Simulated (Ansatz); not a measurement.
Crystal: TiAl.

```xyz
2
Lattice="3.1791 0.0000 0.0000 0.0000 3.1791 0.0000 0.0000 0.0000 3.1791" Properties=species:S:1:pos:R:3 pbc="T T T"
Ti    0.0000    0.0000    0.0000
Al    1.5895    1.5895    1.5895
```

The cell comes from a database or a generator and needn't be the stable form of this composition.

* Program: Ansatz 0.2.0
* Task: relaxation of cell and atoms
* Functional: HSEsol
* Potentials or basis: Ansatz PAW
* Cutoff: 420 eV (not typed: the program's choice for these potentials)
* k mesh: 4 × 4 × 4
* Occupations: fermi-dirac, width 0.05 eV
* Spin: no spin polarisation

At the start: volume 16.06 Å³/atom.

Q: Where does the relaxation end?

A: It ends after 5 steps and the volume is 15.61 Å³/atom (-2.8 %); space group Pm-3m (No. 221, to 0.05 Å).

The path:
| step | energy change (eV) | largest force (eV/Å) | volume (Å³) |
| --- | --- | --- | --- |
| 1 | 0.0000 | 0.0000 | 32.13 |
| 2 | -0.0069 | 0.0000 | 30.74 |
| 3 | -0.0099 | 0.0000 | 31.25 |
| 4 | -0.0099 | 0.0000 | 31.23 |
| 5 | -0.0097 | 0.0000 | 31.23 |

Final structure:
```cif
data_structure
_symmetry_space_group_name_H-M 'P 1'
_symmetry_Int_Tables_number 1
_cell_length_a 3.1490
_cell_length_b 3.1490
_cell_length_c 3.1490
_cell_angle_alpha 90.000
_cell_angle_beta 90.000
_cell_angle_gamma 90.000
_cell_volume 31.23
loop_
_atom_site_label
_atom_site_type_symbol
_atom_site_fract_x
_atom_site_fract_y
_atom_site_fract_z
_atom_site_occupancy
Ti1 Ti 0.00000 0.00000 0.00000 1
Al1 Al 0.50000 0.50000 0.50000 1
```

Caveat: the k mesh is coarse (spacing up to 0.49 Å⁻¹), so the values aren't converged, least of all with exact exchange; the plane-wave basis is chosen anew once the cell has moved, so the energies of steps on either side of that aren't comparable; the PAW data sets come from PBE, with cores solved anew for the run's functional, which leaves a small shift of forces and pressure.
